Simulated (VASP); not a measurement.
Input of a VASP 6.6.1 run:

Contents of run.py:

```python
from ase.calculators.vasp import Vasp
from ase.io import read

atoms = read('POSCAR')
calc = Vasp(
    directory='calc',
    pp='PBE',
    setups='recommended',
    prec='Accurate',
    encut=520,
    ediff=1e-07,
    ismear=-5,
    sigma=0.02,
    lreal=False,
    lasph=True,
    nelm=100,
    algo='Normal',
    isif=2,
    lwave=False,
    lcharg=False,
    gga='91',
    ibrion=2,
    nsw=60,
    ediffg=-0.01,
    kpts=[6, 6, 6],
    gamma=True,
)
atoms.calc = calc

print('energy (eV):', atoms.get_potential_energy())
print('free energy (eV):', atoms.get_potential_energy(force_consistent=True))
print('forces (eV/A):')
print(atoms.get_forces())
print('stress (eV/A^3, Voigt):', atoms.get_stress())
print('Fermi level (eV):', calc.get_fermi_level())
print('cell (A, degrees):', atoms.cell.cellpar())
print('volume (A^3):', atoms.get_volume())
print('scaled positions:')
print(atoms.get_scaled_positions())
```

File POSCAR:

```
Cs2H
1.0
    5.9755388929      0.0000000000      0.0000000000
   -2.9877694464      5.1749684776      0.0000000000
    0.0000000000      0.0000000000      4.8722511538
Cs H
2 1
Direct
    0.3333333300      0.6666666700      0.5000000000
    0.6666666700      0.3333333300      0.5000000000
    0.0000000000      0.0000000000      0.5000000000
```

Potentials or basis: VASP PAW PBE potentials, release 64 (Cs_sv, H).

Launch:

```console
$ python run.py
```

(1) Predict the band gap on the k mesh.

## Answers

(1) none (metal or under the smearing width).

Caveat: the relaxation stopped at its first step, so nothing moved; the PAW data sets were made with another functional, which shifts forces and pressure a little; tetrahedron occupations give inexact forces and stress in metals.
